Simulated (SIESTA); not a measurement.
A run of SIESTA 5.4.2:

The input Ga.fdf:

```
SystemName                      Ga
SystemLabel                     Ga
NumberOfSpecies                 1
NumberOfAtoms                   1
%block ChemicalSpeciesLabel
  1  31 Ga
%endblock ChemicalSpeciesLabel

LatticeConstant                 1.0 Ang
%block LatticeVectors
    -1.3843987196     1.3843987196     2.3112238365
     1.3843987196    -1.3843987196     2.3112238365
     1.3843987196     1.3843987196    -2.3112238365
%endblock LatticeVectors
AtomicCoordinatesFormat         Fractional
%block AtomicCoordinatesAndAtomicSpecies
     0.0000000000     0.0000000000     0.0000000000  1  Ga
%endblock AtomicCoordinatesAndAtomicSpecies

%block kgrid.MonkhorstPack
   10   0   0  0.0
    0  10   0  0.0
    0   0  10  0.0
%endblock kgrid.MonkhorstPack
XC.Functional                   GGA
XC.Authors                      PBEsol
PAO.BasisSize                   DZP
PAO.EnergyShift                 0.003 Ry
Mesh.Cutoff                     800 Ry
OccupationFunction              FD
ElectronicTemperature           0.05 eV
MaxSCFIterations                120
SCF.MustConverge                false
SCF.Mixer.Method                Pulay
SCF.Mixer.Weight                0.25
SCF.Mixer.History               8
SCF.DM.Tolerance                5.0e-05
SCF.H.Tolerance                 1.0e-03 eV
WriteForces                     true
Charge.Mulliken                 end
BandLinesScale                  ReciprocalLatticeVectors
%block BandLines
    1    0.000000   0.000000   0.000000  \Gamma
   12    0.000000   0.000000   0.500000  X
    4   -0.179394   0.179394   0.500000  Y
    5   -0.339697   0.339697   0.339697  S
   11    0.000000   0.000000   0.000000  \Gamma
   10    0.500000   0.500000  -0.500000  Z
    5    0.339697   0.660303  -0.339697  S1
    6    0.000000   0.500000   0.000000  N
    8    0.250000   0.250000   0.250000  P
    6    0.500000   0.500000  -0.179394  Y1
    7    0.500000   0.500000  -0.500000  Z
    1    0.000000   0.000000   0.500000  X
    5    0.250000   0.250000   0.250000  P
%endblock BandLines
%block PAO.Basis
  Ga 4
  n=4 0 2
    6.562 0.000
  n=4 1 2
    9.354 0.000
  n=3 2 2
    3.582 0.000
  n=4 2 1
    9.354
%endblock PAO.Basis
```

Potentials or basis: PseudoDojo 0.4 standard (PBEsol files), DZP (energy shift 0.003 Ry; two zetas on semicore shells).

Launch:

```bash
$ siesta < Ga.fdf > Ga.out 2>&1
```

Hardware: 1 thread of Arm Neoverse V2, on a shared host.

Task: How long does it take, and how much memory?

Result: Wall time 65 s on 1 thread of Arm Neoverse V2, on a shared host, peak memory 0.29 GiB. Counts: scf iterations 7, k points 560, bands 23.
